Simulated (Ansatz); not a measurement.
## MoS₂: comparing deformations

Level of theory: DFT PBEsol, scalar-relativistic, plane waves, PAW in Ansatz 0.2.0. The runs took a 420 eV cutoff, a Γ-centred 12×12×2 mesh and Gaussian smearing (0.05 eV). No spin polarisation. Energies are free energies at this smearing, counted from the undisturbed cell; pressure is positive in compression.

The undisturbed cell (relaxed at this level):

```xyz
6
Lattice="3.1414 0.0000 0.0000 -1.5707 2.7206 0.0000 0.0000 0.0000 12.5788" Properties=species:S:1:pos:R:3 pbc="T T T"
Mo    0.0000    1.8137    3.1447
Mo    1.5707    0.9069    9.4341
S     0.0000    1.8137    7.8750
S     1.5707    0.9069    1.5856
S     0.0000    1.8137   10.9932
S     1.5707    0.9069    4.7038
```

The cell holds layers and no dispersion correction was added, so their binding is poorly described.

The cell is strained by ε times a Voigt pattern (xx, yy, zz, yz, xz, xy; engineering shear) with fractional coordinates fixed. τ = (1/V0) dE/dε comes from the stress tensor. Of each scan, only the three points used here are listed.

```
            pattern        ε  τ (GPa)
 (0, 1, 0, 0, 0, 0)  -0.0150    -4.19
 (0, 1, 0, 0, 0, 0)   0.0000     0.00
 (0, 1, 0, 0, 0, 0)   0.0150     3.77
(1, -1, 0, 0, 0, 0)  -0.0150    -5.62
(1, -1, 0, 0, 0, 0)   0.0000     0.00
(1, -1, 0, 0, 0, 0)   0.0150     5.45
```

Q: Which constants do the scans give, and which deformation costs least for the same size of strain tensor?

A: The slope dτ/dε at zero (parabola through three points) is pᵀCp: (0, 1, 0, 0, 0, 0) gives C22 = 265 GPa; (1, -1, 0, 0, 0, 0) gives C11 + C22 − 2 C12 = 369 GPa. The size of the strain tensor, ε:ε, is ε² times 1.0, 2.0. Per unit of it the stiffnesses are 265, 185 GPa, so (1, -1, 0, 0, 0, 0) is the softest of these: at ε:ε = (1 %)² the quadratic term costs 1.03 meV/atom against 1.48 for the stiffest. These are clamped-ion values.

Forces appear on the atoms along this scan, and letting them relax would lower the energy and soften the response.

Cost: 19 runs of about 3.3 core-minutes in all, on Intel Xeon Platinum 8488C (Sapphire Rapids) (shared hosts).